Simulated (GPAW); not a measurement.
Input of a GPAW 26.7.0 run:

The input run.py:

```python
from ase.dft.bandgap import bandgap
from ase.io import write
from ase.spacegroup import crystal
from gpaw import GPAW

# Ge 8a
atoms = crystal(['Ge'],
                basis=[[0.25, 0.25, 0.25]],
                spacegroup=227, setting=1,  # Fd-3m
                cellpar=[5.65782, 5.65782, 5.65782, 90.0, 90.0, 90.0],
                primitive_cell=True)

calc = GPAW(mode='lcao',
            h=0.16,
            basis='dzp',
            xc='PBE',
            kpts={'size': (8, 8, 8), 'gamma': True},
            occupations={'name': 'fermi-dirac', 'width': 0.05},
            convergence={'density': 1e-05, 'energy': 1e-05},
            maxiter=150,
            txt='gpaw.txt')
atoms.calc = calc
energy = atoms.get_potential_energy()
forces = atoms.get_forces()
calc.write('gs.gpw')
write('result.traj', atoms)
print(f'Energy: {energy:.6f} eV')
print('Forces (eV/A):')
print(forces.round(4))
print('Fermi level:', round(calc.get_fermi_level(), 4), 'eV')
print(f'Gap: {bandgap(calc)[0]:.4f} eV, direct: {bandgap(calc, direct=True)[0]:.4f} eV')

path = atoms.cell.bandpath('GXWKGLUWLK,UX', npoints=100, eps=1e-4)
bs_calc = calc.fixed_density(kpts=path, symmetry='off', txt='bands.txt')
bs = bs_calc.band_structure()
bs.write('bs.json')
print(f'Gap on the path: {bandgap(bs_calc)[0]:.4f} eV')
```

Potentials or basis: GPAW PAW data sets (gpaw-data 1.2.1), lcao:dzp.

Launch:

```bash
$ OMP_NUM_THREADS=1 python run.py
```

(1) Predict the band gap on the k mesh.

(2) What does it give for the band gap along the path?

Answers

(1) 0.07 eV, direct.

(2) 0.07 eV, direct.

Caveat: the real-space grid adds noise to forces; the basis of atomic orbitals isn't converged, which shifts pressures, moduli and gaps.

**Measured values to compare with.**

From “Electronic and optical properties of SixGe1-x-ySny alloys lattice-matched to Ge”, 2021, arxiv:2109.02782, for a bulk crystal of Ge at 300 K: band gap 0.807 eV (direct).

A measured gap of Ge is 0.807 eV (direct; 300 K; “Electronic and optical properties of SixGe1-x-ySny alloys lattice-matched to Ge”, 2021, arxiv:2109.02782); the calculated 0.07 eV misses it by -0.74 eV. 3 values of this kind are on record (0.666 to 0.807 eV); this one was drawn at random among those near their median. Spin-orbit coupling on Ge is left out. The value is that of PBE in an atomic basis (GPAW PAW data sets (gpaw-data 1.2.1), lcao:dzp), whose error adds to the functional's,, without temperature or zero-point motion. Semilocal functionals fall short of measured gaps as a rule.
